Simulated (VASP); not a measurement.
Runs of VASP 6.6.1 on Ge8H3. The cell holds a slab with vacuum, 66 atoms: a = 11.316 Å, b = 11.316 Å, c = 23.742 Å, α = 90.00°, β = 90.00°, γ = 90.00°. The cell was built by a generator and needn't be a form met in nature.

```tsv
level	gap on the mesh (eV)	largest force (eV/Å)
PBE	0.42	(b)
RPBE+D3(BJ)	0.47	0.49
r2SCAN+rVV10	(a)	0.33
RPBE	0.47	0.36
```

Alike in all rows: task single point; potentials or basis VASP PAW PBE potentials, release 64 (Ge_d, H); no spin polarisation; cell as given; k mesh 1 × 1 × 1; cutoff (eV) 400; smearing gaussian 0.05 eV.

**Question.** Fill in the values left out.

**Answer.** (a) 0.59; (b) 0.28.

Caveats: the PAW data sets were made with another functional, which shifts forces and pressure a little (some runs).

A k mesh can miss the band edges, and the runs leave out spin-orbit coupling on Ge.

Not every run made on this cell is shown here.
